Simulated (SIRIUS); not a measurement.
# Hf (Pm-3m) in SIRIUS: a series of runs, part 2 of 3

SIRIUS 7.12.0. Earlier steps stand in the parts before.

## Step 4: Equation of state, PBE, 24.24 Å³/atom (volume scaled by 0.98)

sirius.json

```json
{
  "control": {
    "processing_unit": "cpu",
    "std_evp_solver_name": "lapack",
    "gen_evp_solver_name": "lapack",
    "verbosity": 2,
    "print_forces": false,
    "ortho_rf": true,
    "use_second_variation": true,
    "rmt_max": 3.0,
    "num_bands_to_print": 21,
    "save_wf": true
  },
  "parameters": {
    "electronic_structure_method": "full_potential_lapwlo",
    "xc_functionals": ["XC_GGA_X_PBE", "XC_GGA_C_PBE"],
    "core_relativity": "dirac",
    "valence_relativity": "iora",
    "num_fv_states": 21,
    "smearing": "fermi_dirac",
    "smearing_width": 0.0018374661,
    "pw_cutoff": 20,
    "gk_cutoff": 3.47,
    "lmax_apw": 11,
    "lmax_rho": 8,
    "lmax_pot": 8,
    "num_mag_dims": 0,
    "auto_rmt": 0,
    "ngridk": [9, 9, 9],
    "shiftk": [0, 0, 0],
    "num_dft_iter": 80,
    "energy_tol": 1e-07,
    "density_tol": 1e-05,
    "use_symmetry": true
  },
  "settings": {"tol_ne": 1e-10},
  "iterative_solver": {"type": "exact"},
  "mixer": {"type": "anderson", "beta": 0.5, "max_history": 8},
  "unit_cell": {
    "lattice_vectors": [[5.4693467127, 0.0, 0.0], [0.0, 5.4693467127, 0.0], [0.0, 0.0, 5.4693467127]],
    "atom_types": ["Hf"],
    "atom_files": {"Hf": "Hf.json"},
    "atoms": {"Hf": [[0.5, 0.5, 0.5]]}
  }
}
```

Hf.json

```json
{
  "name": "hafnium",
  "symbol": "Hf",
  "number": 72,
  "mass": 178.49,
  "rmin": 1e-06,
  "rmt": 2.65,
  "nrmt": 800,
  "rinf": 17.22,
  "core": "1s2s2p3s3p3d4s4p4d",
  "valence": [
    {"basis": [{"enu": 0.09, "dme": 0, "n": 0, "auto": 0}, {"enu": 0.09, "dme": 1, "n": 0, "auto": 0}]},
    {"l": 0, "n": 1, "basis": [{"enu": 0.19, "dme": 0, "n": 0, "auto": 0}]},
    {"l": 1, "n": 2, "basis": [{"enu": 0.19, "dme": 0, "n": 0, "auto": 0}]},
    {"l": 2, "n": 3, "basis": [{"enu": 0.19, "dme": 0, "n": 0, "auto": 0}]},
    {"l": 3, "n": 4, "basis": [{"enu": 0.19, "dme": 0, "n": 0, "auto": 0}]},
    {"l": 4, "n": 5, "basis": [{"enu": 0.19, "dme": 0, "n": 0, "auto": 0}]}
  ],
  "lo": [
    {"l": 0, "basis": [{"enu": 0.19, "dme": 0, "n": 0, "auto": 0}, {"enu": 0.19, "dme": 1, "n": 0, "auto": 0}]},
    {
      "l": 0,
      "basis": [{"enu": -2.1607, "dme": 0, "n": 5, "auto": 1}, {"enu": -2.1607, "dme": 1, "n": 5, "auto": 1}]
    },
    {
      "l": 0,
      "basis": [{"enu": -2.1607, "dme": 1, "n": 5, "auto": 1}, {"enu": 0.19, "dme": 0, "n": 0, "auto": 0}]
    },
    {"l": 0, "basis": [{"enu": 0.19, "dme": 0, "n": 0, "auto": 0}, {"enu": 2.4684, "dme": 0, "n": 0, "auto": 0}]},
    {"l": 1, "basis": [{"enu": 0.19, "dme": 0, "n": 0, "auto": 0}, {"enu": 0.19, "dme": 1, "n": 0, "auto": 0}]},
    {
      "l": 1,
      "basis": [{"enu": -1.013, "dme": 0, "n": 5, "auto": 1}, {"enu": -1.013, "dme": 1, "n": 5, "auto": 1}]
    },
    {"l": 1, "basis": [{"enu": -1.013, "dme": 1, "n": 5, "auto": 1}, {"enu": 0.19, "dme": 0, "n": 0, "auto": 0}]},
    {"l": 1, "basis": [{"enu": 0.19, "dme": 0, "n": 0, "auto": 0}, {"enu": 2.8101, "dme": 0, "n": 0, "auto": 0}]},
    {"l": 2, "basis": [{"enu": 0.19, "dme": 0, "n": 0, "auto": 0}, {"enu": 0.19, "dme": 1, "n": 0, "auto": 0}]},
    {"l": 2, "basis": [{"enu": 0.19, "dme": 1, "n": 0, "auto": 0}, {"enu": 0.19, "dme": 2, "n": 0, "auto": 0}]},
    {"l": 2, "basis": [{"enu": 0.19, "dme": 0, "n": 0, "auto": 0}, {"enu": 2.4114, "dme": 0, "n": 0, "auto": 0}]},
    {"l": 3, "basis": [{"enu": 0.19, "dme": 0, "n": 0, "auto": 0}, {"enu": 0.19, "dme": 1, "n": 0, "auto": 0}]},
    {
      "l": 3,
      "basis": [{"enu": -0.3373, "dme": 0, "n": 4, "auto": 1}, {"enu": -0.3373, "dme": 1, "n": 4, "auto": 1}]
    },
    {
      "l": 3,
      "basis": [{"enu": -0.3373, "dme": 1, "n": 4, "auto": 1}, {"enu": 0.19, "dme": 0, "n": 0, "auto": 0}]
    },
    {"l": 3, "basis": [{"enu": 0.19, "dme": 0, "n": 0, "auto": 0}, {"enu": 3.4937, "dme": 0, "n": 0, "auto": 0}]},
    {"l": 4, "basis": [{"enu": 0.19, "dme": 0, "n": 0, "auto": 0}, {"enu": 0.19, "dme": 1, "n": 0, "auto": 0}]},
    {"l": 4, "basis": [{"enu": 0.19, "dme": 0, "n": 0, "auto": 0}, {"enu": 2.9241, "dme": 0, "n": 0, "auto": 0}]}
  ],
  "free_atom": [... radial grid and density of the free atom, the start of the SCF ...]
}
```

sirius_start.json

```json
{
  "control": {
    "processing_unit": "cpu",
    "std_evp_solver_name": "lapack",
    "gen_evp_solver_name": "lapack",
    "verbosity": 1,
    "print_forces": false,
    "ortho_rf": true,
    "use_second_variation": true,
    "rmt_max": 3.0,
    "num_bands_to_print": 21,
    "save_wf": false
  },
  "parameters": {
    "electronic_structure_method": "full_potential_lapwlo",
    "xc_functionals": ["XC_LDA_X", "XC_LDA_C_PW"],
    "core_relativity": "dirac",
    "valence_relativity": "iora",
    "num_fv_states": 21,
    "smearing": "fermi_dirac",
    "smearing_width": 0.0055123983,
    "pw_cutoff": 20,
    "gk_cutoff": 2.78,
    "lmax_apw": 11,
    "lmax_rho": 8,
    "lmax_pot": 8,
    "num_mag_dims": 0,
    "auto_rmt": 0,
    "ngridk": [4, 4, 4],
    "shiftk": [0, 0, 0],
    "num_dft_iter": 30,
    "energy_tol": 0.01,
    "density_tol": 0.05,
    "use_symmetry": true
  },
  "settings": {"tol_ne": 1e-10},
  "iterative_solver": {"type": "exact"},
  "mixer": {"type": "anderson", "beta": 0.5, "max_history": 8},
  "unit_cell": {
    "lattice_vectors": [[5.4693467127, 0.0, 0.0], [0.0, 5.4693467127, 0.0], [0.0, 0.0, 5.4693467127]],
    "atom_types": ["Hf"],
    "atom_files": {"Hf": "Hf.json"},
    "atoms": {"Hf": [[0.5, 0.5, 0.5]]}
  }
}
```

Started as:

```
> OMP_NUM_THREADS=1 sirius.scf --input=sirius_start.json --output=start.json
> OMP_NUM_THREADS=1 sirius.scf --input=sirius.json --output=output.json --task=1
```

It took 40 s on 1 thread of Arm Neoverse V2, shared host; peak memory 0.34 GiB.

It converged, with:

```
Free energy                                       : -410831.9898 eV
Band gap on the k mesh                            : none (metal or under the smearing width)
All electrons inside the program's atomic spheres : Hf 70.16 (radii Hf 2.65 bohr)
```

## Step 5: Equation of state, PBE, 24.74 Å³/atom

sirius.json: that of step 4 with these lines changed.

```diff
@@ -39,3 +39,3 @@
   "unit_cell": {
-    "lattice_vectors": [[5.4693467127, 0.0, 0.0], [0.0, 5.4693467127, 0.0], [0.0, 0.0, 5.4693467127]],
+    "lattice_vectors": [[5.5063028792, 0.0, 0.0], [0.0, 5.5063028792, 0.0], [0.0, 0.0, 5.5063028792]],
     "atom_types": ["Hf"],
```

Hf.json

```json
{
  "name": "hafnium",
  "symbol": "Hf",
  "number": 72,
  "mass": 178.49,
  "rmin": 1e-06,
  "rmt": 2.65,
  "nrmt": 800,
  "rinf": 17.22,
  "core": "1s2s2p3s3p3d4s4p4d",
  "valence": [
    {"basis": [{"enu": 0.08, "dme": 0, "n": 0, "auto": 0}, {"enu": 0.08, "dme": 1, "n": 0, "auto": 0}]},
    {"l": 0, "n": 1, "basis": [{"enu": 0.18, "dme": 0, "n": 0, "auto": 0}]},
    {"l": 1, "n": 2, "basis": [{"enu": 0.18, "dme": 0, "n": 0, "auto": 0}]},
    {"l": 2, "n": 3, "basis": [{"enu": 0.18, "dme": 0, "n": 0, "auto": 0}]},
    {"l": 3, "n": 4, "basis": [{"enu": 0.18, "dme": 0, "n": 0, "auto": 0}]},
    {"l": 4, "n": 5, "basis": [{"enu": 0.18, "dme": 0, "n": 0, "auto": 0}]}
  ],
  "lo": [
    {"l": 0, "basis": [{"enu": 0.18, "dme": 0, "n": 0, "auto": 0}, {"enu": 0.18, "dme": 1, "n": 0, "auto": 0}]},
    {
      "l": 0,
      "basis": [{"enu": -2.1707, "dme": 0, "n": 5, "auto": 1}, {"enu": -2.1707, "dme": 1, "n": 5, "auto": 1}]
    },
    {
      "l": 0,
      "basis": [{"enu": -2.1707, "dme": 1, "n": 5, "auto": 1}, {"enu": 0.18, "dme": 0, "n": 0, "auto": 0}]
    },
    {"l": 0, "basis": [{"enu": 0.18, "dme": 0, "n": 0, "auto": 0}, {"enu": 2.4584, "dme": 0, "n": 0, "auto": 0}]},
    {"l": 1, "basis": [{"enu": 0.18, "dme": 0, "n": 0, "auto": 0}, {"enu": 0.18, "dme": 1, "n": 0, "auto": 0}]},
    {
      "l": 1,
      "basis": [{"enu": -1.023, "dme": 0, "n": 5, "auto": 1}, {"enu": -1.023, "dme": 1, "n": 5, "auto": 1}]
    },
    {"l": 1, "basis": [{"enu": -1.023, "dme": 1, "n": 5, "auto": 1}, {"enu": 0.18, "dme": 0, "n": 0, "auto": 0}]},
    {"l": 1, "basis": [{"enu": 0.18, "dme": 0, "n": 0, "auto": 0}, {"enu": 2.8001, "dme": 0, "n": 0, "auto": 0}]},
    {"l": 2, "basis": [{"enu": 0.18, "dme": 0, "n": 0, "auto": 0}, {"enu": 0.18, "dme": 1, "n": 0, "auto": 0}]},
    {"l": 2, "basis": [{"enu": 0.18, "dme": 1, "n": 0, "auto": 0}, {"enu": 0.18, "dme": 2, "n": 0, "auto": 0}]},
    {"l": 2, "basis": [{"enu": 0.18, "dme": 0, "n": 0, "auto": 0}, {"enu": 2.4014, "dme": 0, "n": 0, "auto": 0}]},
    {"l": 3, "basis": [{"enu": 0.18, "dme": 0, "n": 0, "auto": 0}, {"enu": 0.18, "dme": 1, "n": 0, "auto": 0}]},
    {
      "l": 3,
      "basis": [{"enu": -0.3473, "dme": 0, "n": 4, "auto": 1}, {"enu": -0.3473, "dme": 1, "n": 4, "auto": 1}]
    },
    {
      "l": 3,
      "basis": [{"enu": -0.3473, "dme": 1, "n": 4, "auto": 1}, {"enu": 0.18, "dme": 0, "n": 0, "auto": 0}]
    },
    {"l": 3, "basis": [{"enu": 0.18, "dme": 0, "n": 0, "auto": 0}, {"enu": 3.4837, "dme": 0, "n": 0, "auto": 0}]},
    {"l": 4, "basis": [{"enu": 0.18, "dme": 0, "n": 0, "auto": 0}, {"enu": 0.18, "dme": 1, "n": 0, "auto": 0}]},
    {"l": 4, "basis": [{"enu": 0.18, "dme": 0, "n": 0, "auto": 0}, {"enu": 2.9141, "dme": 0, "n": 0, "auto": 0}]}
  ],
  "free_atom": [... radial grid and density of the free atom, the start of the SCF ...]
}
```

sirius_start.json: that of step 4 with these lines changed.

```diff
@@ -39,3 +39,3 @@
   "unit_cell": {
-    "lattice_vectors": [[5.4693467127, 0.0, 0.0], [0.0, 5.4693467127, 0.0], [0.0, 0.0, 5.4693467127]],
+    "lattice_vectors": [[5.5063028792, 0.0, 0.0], [0.0, 5.5063028792, 0.0], [0.0, 0.0, 5.5063028792]],
     "atom_types": ["Hf"],
```

Started as:

```
> OMP_NUM_THREADS=1 sirius.scf --input=sirius_start.json --output=start.json
> OMP_NUM_THREADS=1 sirius.scf --input=sirius.json --output=output.json --task=1
```

Wall time 41 s (1 thread of Arm Neoverse V2, shared host); peak memory 0.34 GiB.

The run converged. Its results:

- Free energy: -410831.9924 eV
- Band gap on the k mesh: none (metal or under the smearing width)
- All electrons inside the program's atomic spheres: Hf 70.13 (radii Hf 2.65 bohr)

## Step 6: Equation of state, PBE, 25.23 Å³/atom (volume scaled by 1.02)

sirius.json: that of step 5 with these lines changed.

```diff
@@ -39,3 +39,3 @@
   "unit_cell": {
-    "lattice_vectors": [[5.5063028792, 0.0, 0.0], [0.0, 5.5063028792, 0.0], [0.0, 0.0, 5.5063028792]],
+    "lattice_vectors": [[5.5427695238, 0.0, 0.0], [0.0, 5.5427695238, 0.0], [0.0, 0.0, 5.5427695238]],
     "atom_types": ["Hf"],
```

Hf.json

```json
{
  "name": "hafnium",
  "symbol": "Hf",
  "number": 72,
  "mass": 178.49,
  "rmin": 1e-06,
  "rmt": 2.65,
  "nrmt": 800,
  "rinf": 17.22,
  "core": "1s2s2p3s3p3d4s4p4d",
  "valence": [
    {"basis": [{"enu": 0.07, "dme": 0, "n": 0, "auto": 0}, {"enu": 0.07, "dme": 1, "n": 0, "auto": 0}]},
    {"l": 0, "n": 1, "basis": [{"enu": 0.17, "dme": 0, "n": 0, "auto": 0}]},
    {"l": 1, "n": 2, "basis": [{"enu": 0.17, "dme": 0, "n": 0, "auto": 0}]},
    {"l": 2, "n": 3, "basis": [{"enu": 0.17, "dme": 0, "n": 0, "auto": 0}]},
    {"l": 3, "n": 4, "basis": [{"enu": 0.17, "dme": 0, "n": 0, "auto": 0}]},
    {"l": 4, "n": 5, "basis": [{"enu": 0.17, "dme": 0, "n": 0, "auto": 0}]}
  ],
  "lo": [
    {"l": 0, "basis": [{"enu": 0.17, "dme": 0, "n": 0, "auto": 0}, {"enu": 0.17, "dme": 1, "n": 0, "auto": 0}]},
    {
      "l": 0,
      "basis": [{"enu": -2.1807, "dme": 0, "n": 5, "auto": 1}, {"enu": -2.1807, "dme": 1, "n": 5, "auto": 1}]
    },
    {
      "l": 0,
      "basis": [{"enu": -2.1807, "dme": 1, "n": 5, "auto": 1}, {"enu": 0.17, "dme": 0, "n": 0, "auto": 0}]
    },
    {"l": 0, "basis": [{"enu": 0.17, "dme": 0, "n": 0, "auto": 0}, {"enu": 2.4484, "dme": 0, "n": 0, "auto": 0}]},
    {"l": 1, "basis": [{"enu": 0.17, "dme": 0, "n": 0, "auto": 0}, {"enu": 0.17, "dme": 1, "n": 0, "auto": 0}]},
    {
      "l": 1,
      "basis": [{"enu": -1.033, "dme": 0, "n": 5, "auto": 1}, {"enu": -1.033, "dme": 1, "n": 5, "auto": 1}]
    },
    {"l": 1, "basis": [{"enu": -1.033, "dme": 1, "n": 5, "auto": 1}, {"enu": 0.17, "dme": 0, "n": 0, "auto": 0}]},
    {"l": 1, "basis": [{"enu": 0.17, "dme": 0, "n": 0, "auto": 0}, {"enu": 2.7901, "dme": 0, "n": 0, "auto": 0}]},
    {"l": 2, "basis": [{"enu": 0.17, "dme": 0, "n": 0, "auto": 0}, {"enu": 0.17, "dme": 1, "n": 0, "auto": 0}]},
    {"l": 2, "basis": [{"enu": 0.17, "dme": 1, "n": 0, "auto": 0}, {"enu": 0.17, "dme": 2, "n": 0, "auto": 0}]},
    {"l": 2, "basis": [{"enu": 0.17, "dme": 0, "n": 0, "auto": 0}, {"enu": 2.3914, "dme": 0, "n": 0, "auto": 0}]},
    {"l": 3, "basis": [{"enu": 0.17, "dme": 0, "n": 0, "auto": 0}, {"enu": 0.17, "dme": 1, "n": 0, "auto": 0}]},
    {
      "l": 3,
      "basis": [{"enu": -0.3573, "dme": 0, "n": 4, "auto": 1}, {"enu": -0.3573, "dme": 1, "n": 4, "auto": 1}]
    },
    {
      "l": 3,
      "basis": [{"enu": -0.3573, "dme": 1, "n": 4, "auto": 1}, {"enu": 0.17, "dme": 0, "n": 0, "auto": 0}]
    },
    {"l": 3, "basis": [{"enu": 0.17, "dme": 0, "n": 0, "auto": 0}, {"enu": 3.4737, "dme": 0, "n": 0, "auto": 0}]},
    {"l": 4, "basis": [{"enu": 0.17, "dme": 0, "n": 0, "auto": 0}, {"enu": 0.17, "dme": 1, "n": 0, "auto": 0}]},
    {"l": 4, "basis": [{"enu": 0.17, "dme": 0, "n": 0, "auto": 0}, {"enu": 2.9041, "dme": 0, "n": 0, "auto": 0}]}
  ],
  "free_atom": [... radial grid and density of the free atom, the start of the SCF ...]
}
```

sirius_start.json: that of step 5 with these lines changed.

```diff
@@ -39,3 +39,3 @@
   "unit_cell": {
-    "lattice_vectors": [[5.5063028792, 0.0, 0.0], [0.0, 5.5063028792, 0.0], [0.0, 0.0, 5.5063028792]],
+    "lattice_vectors": [[5.5427695238, 0.0, 0.0], [0.0, 5.5427695238, 0.0], [0.0, 0.0, 5.5427695238]],
     "atom_types": ["Hf"],
```

Potentials or basis: all-electron FP-LAPW, apw+lo standard.

Started as:

```
> OMP_NUM_THREADS=1 sirius.scf --input=sirius_start.json --output=start.json
> OMP_NUM_THREADS=1 sirius.scf --input=sirius.json --output=output.json --task=1
```

It took 36 s on 1 thread of Arm Neoverse V2, shared host; peak memory 0.34 GiB.

Results (log left out):

* Free energy: -410831.9901 eV
* Band gap on the k mesh: none (metal or under the smearing width)
* All electrons inside the program's atomic spheres: Hf 70.10 (radii Hf 2.65 bohr)

## Step 7: Equation of state, PBE, 25.73 Å³/atom (volume scaled by 1.04)

sirius.json: that of step 6 with these lines changed.

```diff
@@ -39,3 +39,3 @@
   "unit_cell": {
-    "lattice_vectors": [[5.5427695238, 0.0, 0.0], [0.0, 5.5427695238, 0.0], [0.0, 0.0, 5.5427695238]],
+    "lattice_vectors": [[5.5787625423, 0.0, 0.0], [0.0, 5.5787625423, 0.0], [0.0, 0.0, 5.5787625423]],
     "atom_types": ["Hf"],
```

Hf.json is that of step 6.

sirius_start.json: that of step 6 with these lines changed.

```diff
@@ -39,3 +39,3 @@
   "unit_cell": {
-    "lattice_vectors": [[5.5427695238, 0.0, 0.0], [0.0, 5.5427695238, 0.0], [0.0, 0.0, 5.5427695238]],
+    "lattice_vectors": [[5.5787625423, 0.0, 0.0], [0.0, 5.5787625423, 0.0], [0.0, 0.0, 5.5787625423]],
     "atom_types": ["Hf"],
```

Started as:

```
> OMP_NUM_THREADS=1 sirius.scf --input=sirius_start.json --output=start.json
> OMP_NUM_THREADS=1 sirius.scf --input=sirius.json --output=output.json --task=1
```

Wall time 36 s (1 thread of Arm Neoverse V2, shared host); peak memory 0.34 GiB.

The run converged. Its results:

| Item | Value |
| --- | --- |
| Free energy | -410831.9832 eV |
| Band gap on the k mesh | none (metal or under the smearing width) |
| All electrons inside the program's atomic spheres | Hf 70.07 (radii Hf 2.65 bohr) |

(Part 2 of 3 ends here.)
